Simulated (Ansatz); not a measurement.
# Zone-centre phonons of HfS$_{2}$ at 40 GPa: input and output

Theory: DFT PBE+D3(BJ), scalar-relativistic, plane waves, PAW (Ansatz 0.2.0).

Launched with:
```bash
ansatz run input.yaml --threads 1 --pin off --max-ram 3072MiB --backend cpu --events-out ev --progress --plain --runs-dir out
```

Input (bare energies are in eV):
```yaml
crystal:
  lattice:
    - [3.1796131021, 0.0, 0.0]
    - [-1.589806551, 2.7536257206, 0.0]
    - [0.0, 0.0, 5.030530674]
  atoms:
    - { symbol: Hf, position: [0.0, 0.0, 0.0] }
    - { symbol: S, position: [0.6666666667, 0.3333333333, 0.6914879178] }
    - { symbol: S, position: [0.3333333333, 0.6666666667, 0.3085120822] }
basis:
  ecutwfc: 420
kpoints:
  mp_grid: { grid: [18, 18, 8] }
hamiltonian:
  xc: pbe
  dispersion: d3bj
scf:
  occupations: { method: fermi_dirac, width: 0.15 }
output:
  eigenvalues: true
phonons:
  method: dfpt
  eigenvectors: true
```

The end of the output:
```
--- Phonons (Γ-DFPT): 4 representative perturbations + reference, on 695 of 2592 k-points (Σ response iterations 15) ---
  k mesh reduced under 2 symmetry operations, with k and −k counted as one. Each operation leaves every solved perturbation unchanged. A smaller set is not used because it would not reduce the number of displacements ...
  ASR residual: 4.049e-4 → 0.000e0 eV/Å²; symmetrization residual: 4.883e-5 eV/Å²
  pairwise dispersion correction: d3bj (s6 = 1.0, s8 = 0.7875, a1 = 0.4289, a2_bohr = 4.4407), with the weights of each atom's references fixed at the reference crystal's, and the forces and stress that the weights' published response gives ...
  ASR residual per site (eV/Å²): 4.05e-4 3.24e-5 3.24e-5
  Γ frequencies (cm⁻¹): 0.00 0.00 0.00 231.01 231.01 286.84 286.84 412.35 464.20
  non-analytic LO–TO correction: not included (Born effective charges unavailable; polar crystals: no LO–TO splitting at Γ)
```

Time: 4.6 min on 1 thread of Intel(R) Xeon(R) Platinum 8375C CPU @ 2.90GHz (Ice Lake) (shared host), peak memory 2.1 GiB.

In a metal, frequencies and elastic constants depend on the k mesh and the smearing, soft modes and shear constants most. Spin–orbit coupling is left out, which matters for heavy elements. Other phases may be more stable at this pressure. A semilocal functional can close a gap that the real compound has.